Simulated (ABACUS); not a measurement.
Here is an ABACUS 3.10.1 calculation.

Contents of run_abacus.py:

```python
"""ABACUS run from a structure file: ASE reads it, the script writes STRU, KPT and INPUT."""
import re
import subprocess
from ase.io import read
from ase.units import Bohr

atoms = read("POSCAR")
atoms = atoms[(-atoms.numbers).argsort(kind="stable")]  # ABACUS lists atoms element by element
pseudo = {'Ni': 'Ni.upf'}
orbital = {}
magmoms = [1.0]
kmesh = [10, 10, 10]
params = {
    'suffix': 'Ni',
    'calculation': 'cell-relax',
    'basis_type': 'pw',
    'pseudo_dir': './',
    'symmetry': 1,
    'dft_functional': 'pz',
    'ecutwfc': 98,
    'pseudo_rcut': 10,
    'nspin': 2,
    'nbands': 14,
    'ks_solver': 'dav',
    'smearing_method': 'fd',
    'smearing_sigma': 0.00367493,
    'scf_thr': 1e-08,
    'scf_nmax': 100,
    'mixing_type': 'broyden',
    'mixing_beta': 0.4,
    'cal_force': 1,
    'cal_stress': 1,
    'relax_nmax': 60,
    'force_thr_ev': 0.02,
    'relax_method': 'cg',
    'out_stru': 1,
    'stress_thr': 0.2,
    'kpar': 4,
}

symbols = atoms.get_chemical_symbols()
elements = list(dict.fromkeys(symbols))
lines = ["ATOMIC_SPECIES"] + [f"{e} {atoms.get_masses()[symbols.index(e)]:.4f} {pseudo[e]}" for e in elements]
if orbital:
    lines += ["", "NUMERICAL_ORBITAL"] + [orbital[e] for e in elements]
lines += ["", "LATTICE_CONSTANT", f"{1 / Bohr:.10f}", "", "LATTICE_VECTORS"]
lines += [" ".join(f"{x:.10f}" for x in v) for v in atoms.cell]
lines += ["", "ATOMIC_POSITIONS", "Direct"]
for e in elements:
    lines += ["", e, "0.0", str(symbols.count(e))]
    for i, p in enumerate(atoms.get_scaled_positions(wrap=False)):
        if symbols[i] == e:
            mag = "" if magmoms is None else " mag " + " ".join(str(x) for x in (magmoms[i] if isinstance(magmoms[i], list) else [magmoms[i]]))
            lines.append(" ".join(f"{x:.10f}" for x in p) + " 1 1 1" + mag)
open("STRU", "w").write("\n".join(lines) + "\n")
open("KPT", "w").write("K_POINTS\n0\nGamma\n%d %d %d 0 0 0\n" % tuple(kmesh))
open("INPUT", "w").write("INPUT_PARAMETERS\n" + "".join(f"{k:<20s}{v}\n" for k, v in params.items()))

done = subprocess.run(['mpirun', '-np', '4', 'abacus'])
if done.returncode:
    raise SystemExit(done.returncode)
log = open("OUT.Ni/running_cell-relax.log").read()
print("final energy (eV):", re.findall(r"FINAL_ETOT_IS (\S+)", log))
```

File POSCAR:

```
Ni
1.0
    0.0000000000      1.7375729330      1.7375729330
    1.7375729330      0.0000000000      1.7375729330
    1.7375729330      1.7375729330      0.0000000000
Ni
1
Direct
    0.0000000000      0.0000000000      0.0000000000
```

Potentials or basis: PseudoDojo NC SR 0.4.1 LDA standard, plane waves.

Command:

```console
$ OMP_NUM_THREADS=1 python run_abacus.py > log
```

Task: What does it give for the net moment?

Result: 0.67 μB per cell.

Task: Estimate the relaxed cell.

Result: a = 2.424 Å, b = 2.424 Å, c = 2.424 Å, α = 60.00°, β = 60.00°, γ = 60.00°.

Task: Predict the space group after relaxing (to 0.05 Å).

Result: Fm-3m (No. 225).

The path:
| step | energy change (eV) | largest force (eV/Å) | pressure (GPa) | volume (Å³) |
| --- | --- | --- | --- | --- |
| 1 | 0.0000 | 0.0000 | -9.61 | 10.49 |
| 2 | 0.0111 | 0.0000 | 15.44 | 9.53 |
| 3 | -0.0133 | 0.0000 | -0.11 | 10.07 |
| 4 | -0.0133 | 0.0000 | -0.05 | 10.07 |
| 5 | -0.0133 | 0.0000 | -0.16 | 10.07 |
| 6 | -0.0133 | 0.0000 | -0.10 | 10.07 |
| 7 | -0.0133 | 0.0000 | -0.21 | 10.07 |
| 8 | -0.0133 | 0.0000 | -0.11 | 10.07 |
| 9 | -0.0133 | 0.0000 | -0.01 | 10.07 |
